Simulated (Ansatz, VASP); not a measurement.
# One calculation of AlN, two programs

```
Al N
1.0
     3.41742    0.00000    0.00000
    -1.70871    2.95958    0.00000
     0.00000    0.00000    4.09407
Al N
2 2
Direct
  0.33333 0.66667 0.75000
  0.66667 0.33333 0.25000
  0.33333 0.66667 0.25000
  0.66667 0.33333 0.75000
```

Alike in both runs: task single point; functional PBE; k mesh 9 × 9 × 6; occupations gaussian, width 0.05 eV; no spin polarisation.

```csv
,VASP,Ansatz
version,VASP 6.6.1,Ansatz 0.2.0
potentials or method,"VASP PAW PBE potentials, release 64 (Al, N)","scalar-relativistic, plane waves, PAW"
plane-wave cutoff (eV),520,520
valence electrons in the cell,16,16
```

|  | VASP | Ansatz | Ansatz less VASP |
| --- | --- | --- | --- |
| gap on the k mesh at the Fermi level (eV) | 3.15 | 3.14 | -0.007 |
| least direct gap on the mesh (eV) | 3.15 | 3.14 | -0.007 |
| pressure (GPa) | -8.1 | -7.9 | +0.13 |
| largest component of the traceless stress (GPa) | 6.23 | 6.12 | -0.109 |
